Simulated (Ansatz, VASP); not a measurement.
## Al: VASP beside Ansatz

```
CELL_PARAMETERS angstrom
0.00000 2.00212 2.00212
2.00212 0.00000 2.00212
2.00212 2.00212 0.00000
ATOMIC_POSITIONS crystal
Al 0.00000 0.00000 0.00000
```

Alike in both runs: task single point; functional revPBE; k mesh 22 × 22 × 22; occupations fermi-dirac, width 0.1 eV; no spin polarisation.

|  | VASP | Ansatz |
| --- | --- | --- |
| version | VASP 6.6.1 | Ansatz 0.2.0 |
| potentials or method | VASP PAW PBE potentials, release 64 (Al) | plane waves (420 eV) with PAW, scalar-relativistic |
| plane-wave cutoff (eV) | 520 | 420 |
| valence electrons in the cell | 3 | 3 |

|  | VASP | Ansatz | Ansatz less VASP |
| --- | --- | --- | --- |
| pressure (GPa) | 3.3 | 3.5 | +0.19 |

Caveats: the PAW data sets were made with another functional, which shifts forces and pressure a little (VASP).
